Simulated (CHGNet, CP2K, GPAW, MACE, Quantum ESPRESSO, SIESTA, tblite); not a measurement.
**Site energies of C in place of Si in Σ13 (510)[001] symmetric tilt boundary in Si with 11 % As, 6 of 8 solute atoms at the boundaries (76 atoms) across programs**

At which of several sites of Σ13 (510)[001] symmetric tilt boundary in Si with 11 % As, 6 of 8 solute atoms at the boundaries (76 atoms) does C in place of Si cost least, and do cheaper methods find the same site as plane waves?

The results are calculated values.

## Step 1: The structure

The cell holds 76 atoms (68 Si and 8 As), with edges of 5.48, 13.97 and 20.95 Å. Recipe: Two grains of Si, mirror images, two boundaries a cell, the joint chosen and relaxed with the MACE-MP-0b2 potential; the cell scaled by Vegard's rule for 8 As among 76 atoms, 6 of them put at random on the 25 sites nearest the other grain and the rest on the 25 sites farthest from it; atoms relaxed with that potential at fixed cell. Lattice constants are starting values near those of PBE. Then the atoms were relaxed with MACE MP-0b3 medium in the fixed cell. Regions: lower grain, 40 atoms; upper grain, 36 atoms.

## Step 2: The reference input

Quantum ESPRESSO 7.5: Kohn-Sham DFT, PBE, SSSP efficiency 1.3.0 pseudopotentials, plane waves. Its input, pw.in, for the unchanged cell:

```
&control
  calculation = 'scf'
  pseudo_dir = './pseudo'
  outdir = './tmp'
  disk_io = 'none'
  tprnfor = .true.
  tstress = .true.
/
&system
  ibrav = 0
  nat = 76
  ntyp = 2
  ecutwfc = 45
  ecutrho = 360
  nosym = .true.
  occupations = 'smearing'
  smearing = 'fd'
  degauss = 0.003675
/
&electrons
  conv_thr = 3.8e-07
  electron_maxstep = 100
  mixing_beta = 0.2
  mixing_mode = 'local-TF'
  diagonalization = 'david'
/
ATOMIC_SPECIES
Si 28.085 Si.upf
As 74.922 As.upf
CELL_PARAMETERS angstrom
5.48048 0.00000 0.00000
0.00000 13.97255 0.00000
0.00000 0.00000 20.94568
ATOMIC_POSITIONS crystal
Si 0.86676 0.36521 0.98074
Si 0.72476 0.09153 0.02370
As 0.54047 0.59543 0.01632
Si 0.37970 0.86179 0.98120
[... 70 atom lines left out ...]
Si 0.49996 0.31533 0.52977
Si 0.71281 0.82381 0.51484
K_POINTS gamma
```

```console
$ OMP_NUM_THREADS=1 mpirun -np 4 pw.x -in pw.in > output.txt
```

Run time: 2.5 min. Hardware: 4 MPI ranks of Arm Neoverse V2, shared host; peak memory 4.6 GiB; 9.8 min of CPU time.

It converged with an r.m.s. force component of 0.23 eV/Å and a pressure of -1.4 GPa.

## Step 3: The levels

The levels share the cells and solve them as single points, though not every level runs every cell. CPU time is summed over a level's finished runs, on a host shared with the other runs, so it is rough; the force column is the median over cells of the r.m.s. difference of force components from the reference.

```
                       level                       basis or training data  k-points  runs finished  CPU time  peak memory (GiB)  force difference (meV/Å)
                     QE, PBE      plane waves, SSSP efficiency, 45/360 Ry         Γ         6 of 6    60 min                4.8                 reference
       CP2K double zeta, PBE   DZVP-MOLOPT-SR, GTH-PBE potentials, 450 Ry         Γ         5 of 5    17 min                3.0                        25
       CP2K triple zeta, PBE        TZV2P-UZH, GTH-PBE potentials, 450 Ry         Γ         5 of 5     1.5 h                5.2                        16
               GPAW dzp, PBE                  dzp orbitals, PAW, h 0.18 Å         Γ         5 of 5    35 min                2.5                        36
             SIESTA DZP, PBE     DZP orbitals, shift 0.01 Ry, mesh 300 Ry         Γ         5 of 5    34 min                1.7                        83
       CP2K double zeta, LDA  DZVP-MOLOPT-SR, GTH-PADE potentials, 450 Ry         Γ         5 of 5    14 min                2.9                        42
CP2K double zeta, PBE+D3(BJ)   DZVP-MOLOPT-SR, GTH-PBE potentials, 450 Ry         Γ         5 of 5    16 min                  3                        54
      CP2K double zeta, RPBE   DZVP-MOLOPT-SR, GTH-PBE potentials, 450 Ry         Γ         5 of 5    17 min                3.0                        27
             tblite GFN1-xTB   tight binding with its own dispersion term         Γ         5 of 5      30 s               0.15                       202
                CHGNet 0.3.0           trained on PBE(+U) plane-wave data         -         6 of 6      19 s               0.68                       255
          MACE MP-0b3 medium           trained on PBE(+U) plane-wave data         -         6 of 6      42 s               0.85                       224
```

The reference's own r.m.s. force component runs from 218 to 228 meV/Å over these cells. MACE MP-0b3 medium relaxed the atoms, so in the cells that it relaxed its own forces are small, and its entry isn't an independent test there.

## Step 4: The sites

Each changed cell was relaxed with MACE MP-0b3 medium before the single points. Neighbours are the site's nearest atoms before the change.

```tsv
site	nearest atoms	their mean distance (Å)	atoms within 6 Å	region	largest move on relaxing (Å)	longest force left in the reference (eV/Å)
Si2	Si3	2.31	42	lower grain	0.76	1.03
Si24	Si4	2.38	41	lower grain	0.38	1.12
Si6	Si3As	2.38	43	lower grain	0.38	1.07
Si58	Si4	2.38	41	upper grain	0.38	1.04
Si5	Si4	2.46	39	lower grain	1.34	1.08
```

## Step 5: Site energies

All changed cells hold the same atoms, so within one level their energies compare with no chemical potential. Energies in eV, less that of Si2, the reference's cheapest site; the last column is the largest deviation from the reference once each row's mean is taken off.

```tsv
level	Si2	Si24	Si6	Si58	Si5	cheapest	largest deviation
QE, PBE	0.00	1.04	1.19	1.25	1.38	Si2	-
CP2K double zeta, PBE	0.00	1.09	1.24	1.28	1.46	Si2	0.04
CP2K triple zeta, PBE	0.00	1.10	1.27	1.32	1.45	Si2	0.06
GPAW dzp, PBE	0.00	0.86	1.03	1.05	1.30	Si2	0.12
SIESTA DZP, PBE	0.00	0.88	1.09	1.11	1.32	Si2	0.09
CP2K double zeta, LDA	0.00	1.21	1.36	1.42	1.50	Si2	0.13
CP2K double zeta, PBE+D3(BJ)	0.00	0.99	1.13	1.13	1.39	Si2	0.07
CP2K double zeta, RPBE	0.00	1.17	1.31	1.36	1.54	Si2	0.10
tblite GFN1-xTB	0.00	1.21	1.59	1.36	1.97	Si2	0.34
CHGNet 0.3.0	0.00	0.70	0.62	0.64	0.14	Si2	0.69
MACE MP-0b3 medium	0.00	1.13	0.85	1.16	0.82	Si2	0.38
```

## Step 6: Findings

In the reference the cheapest site is Si2 (Si3, lower grain) and the dearest Si5 (Si4, lower grain), 1.4 eV higher. All 10 other levels pick the same cheapest site, and 6 give the whole order. CP2K double zeta, PBE follows the reference most closely (0.04 eV at worst) and CHGNet 0.3.0 least (0.69 eV).

The other programs at PBE deviate by 0.12 eV at most, the learned potentials by 0.38 to 0.69 eV.

Caveats: The geometries are those of MACE MP-0b3 medium; forces of up to 1.1 eV/Å remain in the reference, so relaxing in DFT would lower the energies, by amounts that can differ from site to site and can change the order. For MACE MP-0b3 medium alone these are relaxed energies. Defects interact with their periodic images. Atoms moved by over 1 Å in some relaxations, so part of the differences can come from the host's rearranging. Only 5 of the 68 Si sites are compared. Learned potentials don't solve for electrons, so the charge or spin state of a defect can't be set in them. The cell is under 6 Å thick along one periodic direction, so every atom has periodic images of itself close by, which move with it. The reference samples only Γ, in a cell whose shortest periodic width is 5 Å. The reference isn't exact: its cutoffs and mesh weren't converged further here. SIESTA's automatically made basis is far from complete, and its potentials were converted by us (checked for H, C, O, Si, Ge and Ca alone). The learned potentials mimic data converged in k, so the sampling error of the reference's coarse mesh counts against them here, while programs on the same mesh share it. Spin–orbit coupling is left out. Where levels are smeared, the DFT runs use Fermi–Dirac occupations at 580 K (0.05 eV), and energies are free energies.

[Logs are printed without paths, hosts, clocks, repeated set-up lines and the standing remarks that a program may print on its own settings, such as how far it seeks lower states.]

[Hosts, paths, dates, database ids (printed as entryN), source tags and the programs' standing remarks are cut or masked in the printed files.]
